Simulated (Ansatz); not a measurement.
Crystal: La2O3.

```
La O
1.0
     3.93078    0.00000    0.00000
    -1.96539    3.40415    0.00000
     0.00000    0.00000    6.11195
La O
2 3
Direct
  0.33333 0.66667 0.24624
  0.66667 0.33333 0.75376
  0.00000 0.00000 0.00000
  0.33333 0.66667 0.64589
  0.66667 0.33333 0.35411
```

The cell is a database's computed one.

A run of Ansatz 0.2.0 on this cell left the log below. Logs are shortened: lines on timing, memory, paths and dates and some standing lists are left out, and cuts for length are marked.

```text
Warning: RAYON_NUM_THREADS=2 ignored (pool sized by the plan → 2); use --threads N
Engine: ansatz 0.2.0, aarch64-unknown-linux-gnu
Pseudopotentials: kind: paw
Pseudopotential: La, paw, valence charge 11, recommended cutoff 420 eV (normal), La.paw.azcp
Pseudopotential: O, paw, valence charge 6, recommended cutoff 420 eV (normal), O.paw.azcp
Functional definition: PBE
  parameter kappa = 0.804
  parameter beta = 0.06672455060314922
  exchange = pbe_x(kappa = kappa, mu = beta*pi^2/3)
  correlation = pbe_c(beta = beta)
Crystal: 5 atoms, lattice volume = 81.784 Å³
Basis set: ecut = 420 eV, 1641 PW (Γ), exchange–correlation on 54×54×90 points (8 copies of the dense FFT grid, shifted against one another)
Bands: 25, of which v1, the nominal top of the filled ones, is band 20 counted from 1 (19 counted from 0)
Symmetry: 12 space group operations
k-points: 78 of 256 (irreducible under 2 space group operations, time reversal used)
Non-local potential: La, projectors of the file, l = 0: 3, l = 1: 2, l = 2: 2, l = 3: 3
Non-local potential: O, projectors of the file, l = 0: 2, l = 1: 2, l = 2: 1
PAW form: soft (Blöchl's): semilocal exchange-correlation on the pseudo side does not see the compensation charge
PAW one-centre angular grid: La, 590 points (default); XC on 64 Gauss nodes
PAW one-centre angular grid: O, 110 points (default); XC on 64 Gauss nodes
Initial density: superposition of atomic densities (neutral atoms: chi_scale 0, normalization atom), corrected by the library's trained network
Initial wavefunctions: pseudopotential atomic-orbital guess
Functional: x = pbe(κ = 0.804, μ = 0.2195149727645171), c = pbe(β = 0.06672455060314922)
SCF iter   1: F=—  HF=-14212.058819 eV  |F-HF|=—  |Δ(HF+E_count)|=         —  Δρ=2.31e-3  dr2=4.49e-3  ethr=1.77e-3  ⟨swp⟩=4.7  Hψ=8049  notcnv=0  defer=194
preconditioner: auto → Resta (q_TF=auto, 2.422 Å⁻¹)  ε∞=4.9  [insulator: Δε(μ)=3.869 eV  Ē_g=12.507 eV  n_scr=22 (ndim 8)  ℏωp=24.6 eV  f_vac=0.023  ε∞_Penn≈4.9]
SCF iter   2: F=—  HF=-14212.059456 eV  |F-HF|=—  |Δ(HF+E_count)|=   6.37e-4  Δρ=1.43e-3  dr2=9.59e-4  ethr=1.12e-5  ⟨swp⟩=3.4  Hψ=4405  notcnv=0  defer=232
SCF iter   3: F=—  HF=-14212.059879 eV  |F-HF|=—  |Δ(HF+E_count)|=   4.24e-4  Δρ=6.65e-4  dr2=3.70e-4  ethr=2.40e-6  ⟨swp⟩=2.1  Hψ=3301  notcnv=0  defer=232
SCF iter   4: F=—  HF=-14212.060061 eV  |F-HF|=—  |Δ(HF+E_count)|=   1.82e-4  Δρ=1.06e-4  dr2=8.28e-6  ethr=9.24e-7  ⟨swp⟩=2.3  Hψ=3155  notcnv=0  defer=228
[... 38 lines left out ...]
  E_paw        = -11307.953670  (= ΣΔE_a)
  E_vpaw       = -235.473993  (= ΣTr[D̂ρ^β])
  E_aug_tail   = 0.007195  (compensation charges beyond the density's cutoff)
  E_ewald      = -2664.442448
  E_smearing   = -0.000000  (= −TS)
  E_closure    = 0.000000  (closes the sum)
  Σ components = -14212.060066   (vs F -14212.060066, Δ=0.00e0)
--- Band table (eV; the first three rows and the last of 78) ---
  k-point 0: bands = ["-20.1036", "-19.8589", "-7.2295", "-5.9862", "-5.5307", "-3.5626", "-3.5626", "-3.3284", "-3.3284", "-3.2325", "-2.4939", "7.3279", "7.3279", "7.5112", "7.5112", "7.6315", "8.0512", "9.3278", "9.3278", "9.5904", "13.9925", "14.2808", "14.2808", "14.8588", "15.0090"]
  k-point 1: bands = ["-20.0695", "-19.8954", "-7.1423", "-5.9867", "-5.6861", "-3.5326", "-3.5326", "-3.3593", "-3.3593", "-3.1273", "-2.5001", "7.1111", "7.1111", "7.2875", "7.7148", "7.7148", "8.4163", "9.2947", "9.3731", "9.3731", "14.1284", "14.3412", "14.3412", "14.8332", "15.0134"]
  k-point 2: bands = ["-19.9974", "-19.9699", "-7.0352", "-6.0253", "-5.8146", "-3.4827", "-3.4827", "-3.4103", "-3.4103", "-3.0295", "-2.5081", "6.9948", "6.9948", "7.1090", "7.8127", "7.8127", "8.6997", "8.9252", "9.4245", "9.4245", "14.3520", "14.3960", "14.3960", "14.6287", "15.0289"]
  k-point 77: bands = ["-19.8548", "-19.8436", "-7.6164", "-7.4639", "-5.8513", "-4.0159", "-3.7161", "-3.5818", "-3.2008", "-2.1097", "-2.0534", "7.2485", "7.5294", "7.8525", "8.1721", "8.4279", "9.0502", "9.1150", "9.3953", "9.7088", "14.1444", "14.3690", "14.4520", "14.8520", "14.8670"]
--- Dielectric response (ions clamped): 3 representative field directions + reference, inside a basis on a mesh of 256 k-points (Σ response iterations 15) ---
  ε∞ (high-frequency dielectric tensor):
        4.827439     0.000000     0.000000
        0.000000     4.827439    -0.000000
        0.000000     0.000000     4.727830
  Born effective charges Z* (e; rows j = field, columns β = displacement):
    site 0:
         4.22152   -0.00000    0.00000
        -0.00000    4.22152    0.00000
         0.00000    0.00000    3.84014
    site 1:
         4.22152   -0.00000    0.00000
        -0.00000    4.22152    0.00000
         0.00000    0.00000    3.84014
    site 2:
        -2.71524    0.00000   -0.00000
         0.00000   -2.71524   -0.00000
        -0.00000    0.00000   -2.58836
    site 3:
        -2.86390    0.00000   -0.00000
         0.00000   -2.86390   -0.00000
        -0.00000   -0.00000   -2.54596
    site 4:
        -2.86390    0.00000   -0.00000
         0.00000   -2.86390   -0.00000
        -0.00000   -0.00000   -2.54596
  Z* charge neutrality: 1.935e-3 e pre-enforcement
  solved inside a basis spanned on kpoints, on 8×8×4 k-points, its susceptibility summed on 12×12×6: ε∞ is read to err by 1.4e-2, Z* by 1.4e-2 e (field_mesh: kpoints solves on kpoints); Z* is corrected for what the basis lacks
```

Q: What input gives this log?

A: Born charges and dielectric tensor with PBE, no spin polarisation. The files as run (others can give the same):

input.yaml
```yaml
crystal:
  lattice:
    - [3.930777878, 0.0, 0.0]
    - [-1.965388939, 3.404153499, 0.0]
    - [0.0, 0.0, 6.11195352]
  atoms:
    - { symbol: La, position: [0.3333333333, 0.6666666667, 0.24623568] }
    - { symbol: La, position: [0.6666666667, 0.3333333333, 0.75376432] }
    - { symbol: O, position: [0.0, 0.0, 0.0] }
    - { symbol: O, position: [0.3333333333, 0.6666666667, 0.64589065] }
    - { symbol: O, position: [0.6666666667, 0.3333333333, 0.35410935] }
hamiltonian:
  xc: pbe
  pseudopotentials: { kind: paw }
kpoints:
  mp_grid: { grid: [8, 8, 4] }
scf:
  occupations: { method: fixed }
output:
  eigenvalues: true
dielectric:
  method: response
```

Potentials or basis: Ansatz PAW.
Launch:
```bash
$ ansatz run input.yaml --threads 2 --pin off --max-ram 5632MiB --backend cpu --events-out ev --progress --plain --runs-dir out
```

Caveat: spin-orbit coupling is left out, which moves the levels of the heavy elements.
